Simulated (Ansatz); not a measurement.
The system is Zr.

```
Zr
1.0
     3.23200    0.00000    0.00000
    -1.61600    2.79899    0.00000
     0.00000    0.00000    5.14700
Zr
2
Direct
  0.66667 0.33333 0.75000
  0.33333 0.66667 0.25000
```

Below is the output of Ansatz 0.2.0 for this cell. Logs are shortened: lines on timing, memory, paths and dates and some standing lists are left out, and cuts for length are marked.

```text
Warning: RAYON_NUM_THREADS=2 ignored (pool sized by the plan → 2); use --threads N
Engine: ansatz 0.2.0, aarch64-unknown-linux-gnu
Pseudopotentials: kind: paw
Pseudopotential: Zr, paw, valence charge 12, recommended cutoff 500 eV (meta_gga), Zr.paw.azcp
Functional definition: r2SCAN
  parameter k0 = 0.174
  parameter k1 = 0.065
  parameter a1 = 4.9479
  exchange = r2scan_x(k0 = k0, k1 = k1, a1 = a1)
  correlation = r2scan_c
Crystal: 2 atoms, lattice volume = 46.562 Å³
Basis set: ecut = 500 eV, 1165 PW (Γ), exchange–correlation on 96×96×160 points (64 copies of the dense FFT grid, shifted against one another)
Bands: 16, of which v1, the nominal top of the filled ones, is band 12 counted from 1 (11 counted from 0)
Symmetry: 24 space group operations
Space group: P63/mmc (ITA 194), of the structure as read, at distance tolerance 3.6e-5 Å
k-points: 30 of 320
Non-local potential: Zr, projectors of the file, l = 0: 3, l = 1: 2, l = 2: 2, l = 3: 2
PAW form: soft (Blöchl's): semilocal exchange-correlation on the pseudo side does not see the compensation charge
PAW frozen core: Zr, regenerated for the run's functional (the file was generated under x = pbe(κ = 0.804, μ = 0.2195149727645171), c = pbe(β = 0.06672455060314922))
PAW one-centre angular grid: Zr, 590 points (default); XC on 160 Gauss nodes
Initial density: superposition of atomic densities (neutral atoms: chi_scale 0, normalization atom), corrected by the library's trained network
Initial wavefunctions: pseudopotential atomic-orbital guess
Functional: x = r2scan, c = r2scan; τ floored in thin density (d = 2e-4 eV/Å³)
SCF iter   1: F=—  HF=-8389.988570 eV  |F-HF|=—  |Δ(HF+E_count)|=         —  Δρ=7.29e-3  dr2=1.93e-2  dr2_τ=1.03e-2  ethr=1.77e-3  ⟨swp⟩=4.9  Hψ=2059  notcnv=0
[... 112 lines left out ...]
  E_closure    = 0.000000  (closes the sum)
  Σ components = -8390.051231   (vs F -8390.051231, Δ=0.00e0)
--- Forces (eV/Å), atoms counted from 1 ---
  atom   1  Zr     0.00000000    -0.00000000     0.00000000
  atom   2  Zr     0.00000000     0.00000000     0.00000000
  max |Σ_I F_I| component: 2.78e-17 eV/Å
--- Stress (GPa, compression-positive) ---
        0.912588       0.000000       0.000000
        0.000000       0.912588       0.000000
        0.000000       0.000000       1.193158
  P = ⅓ Tr σ = 1.0061 GPa (10.061 kbar)
--- Band table (eV; the first three rows and the last of 30) ---
  k-point 0: bands = ["-36.4978", "-36.3305", "-14.3582", "-13.4401", "-13.4401", "-13.2980", "-13.2950", "-13.2950", "8.0546", "10.8547", "15.0256", "15.0256", "15.0962", "15.1890", "15.7713", "15.7713"]
  k-point 1: bands = ["-36.4821", "-36.3467", "-14.2632", "-13.4264", "-13.4264", "-13.4062", "-13.3089", "-13.3089", "8.4003", "10.8074", "14.5651", "14.8930", "14.8930", "14.9087", "15.5277", "15.5277"]
  k-point 2: bands = ["-36.4407", "-36.3890", "-14.0086", "-13.6818", "-13.3903", "-13.3903", "-13.3455", "-13.3455", "9.3115", "10.3376", "14.0127", "14.3093", "14.8536", "14.8536", "15.1020", "15.1020"]
  k-point 29: bands = ["-36.3170", "-36.3099", "-14.1470", "-14.1151", "-13.8619", "-13.7669", "-13.4992", "-13.4646", "11.9216", "12.2860", "12.9774", "13.1506", "13.8679", "14.1013", "16.0935", "16.7775"]
--- Elastic constants: 3 strain directions × 2 members + reference (group order 24) ---
  dense FFT box of the reference and of every strained cell: 24×24×40
  strains applied: 11, 33, 23; error gains: componentwise 1.00 (the most a stress slope's error grows in a printed constant), spectral 1.41 (1 for all six strains in a standard setting)
  C = ∂σ_k/∂η_j (tension-positive GPa; Voigt order 11 22 33 23 13 12):
       165.701     53.520     63.186      0.000      0.000      0.000
        53.520    165.701     63.186      0.000      0.000      0.000
        63.466     63.466    193.386     -0.000     -0.000     -0.000
        -0.000      0.000      0.000     32.849      0.000     -0.000
         0.000     -0.000      0.000      0.000     32.849      0.000
        -0.000      0.000      0.000      0.000      0.000     56.090
  reference stress σ⁰ (GPa):     -0.913     -0.913     -1.193     -0.000     -0.000      0.000
  C* (energy form; C + prestress term) asymmetry max|C*_kj − C*_jk| = 1.900e-4 GPa — a small one proves nothing (zero by symmetry where the batch's group is 432, −43m or m−3m); a large one is finite-difference/SCF noise where every solve meets its electron count
  moduli (Voigt/Reuss/Hill, GPa): K = 98.35/97.46/97.91   G = 47.33/43.97/45.65   E = 118.53   ν = 0.298
  mechanically stable: yes (min eigenvalue of sym C = 32.85 GPa)
  strain η (Voigt 11):  stress-route row diagonal C_11 = 165.70 GPa, energy-path curvature d²(F+E_count+ΔE)/dδ²/Ω₀ = 165.60 GPa
         δ    σ_11 (GPa)             F (eV)   n_scf  n_hpsi   n_pw
    -2.000e-3      -1.2456       -8390.0505987      10   23568   1192
     2.000e-3      -0.5828       -8390.0516683       7   18634   1200
  strain η (Voigt 33):  stress-route row diagonal C_33 = 193.39 GPa, energy-path curvature d²(F+E_count+ΔE)/dδ²/Ω₀ = 193.22 GPa
         δ    σ_33 (GPa)             F (eV)   n_scf  n_hpsi   n_pw
    -2.000e-3      -1.5813       -8390.0504177       9   10509   1192
     2.000e-3      -0.8077       -8390.0518180       7    8765   1195
  strain η (Voigt 23):  stress-route row diagonal C_44 = 32.85 GPa, energy-path curvature d²(F+E_count+ΔE)/dδ²/Ω₀ = 33.30 GPa
         δ    σ_23 (GPa)             F (eV)   n_scf  n_hpsi   n_pw
    -2.000e-3      -0.0657       -8390.0512117       9   31991   1196
     2.000e-3       0.0657       -8390.0512117       5   23324   1196
```

Task: What input gives this log?

Result: Elastic constants with r2SCAN, no spin polarisation. The files as run (others can give the same):

input.yaml
```yaml
crystal:
  lattice:
    - [3.232, 0.0, 0.0]
    - [-1.616, 2.798994105, 0.0]
    - [0.0, 0.0, 5.147]
  atoms:
    - { symbol: Zr, position: [0.6666666667, 0.3333333333, 0.75] }
    - { symbol: Zr, position: [0.3333333333, 0.6666666667, 0.25] }
hamiltonian:
  xc: r2scan
  pseudopotentials: { kind: paw }
kpoints:
  mp_grid: { grid: [8, 8, 5] }
scf:
  occupations: { method: fermi_dirac, width: 0.05 }
output:
  forces: true
  stress: true
elastic:
  mode: clamped_ion
  stencil: two_point
```

Potentials or basis: Ansatz PAW.
The run is started by
```bash
$ ansatz run input.yaml --threads 2 --pin off --max-ram 5120MiB --backend cpu --events-out ev --progress --plain --runs-dir out
```

Caveat: elastic constants of metals need much finer meshes, so these are rough; the PAW data sets come from PBE, with cores solved anew for the run's functional, which leaves a small shift of forces and pressure.
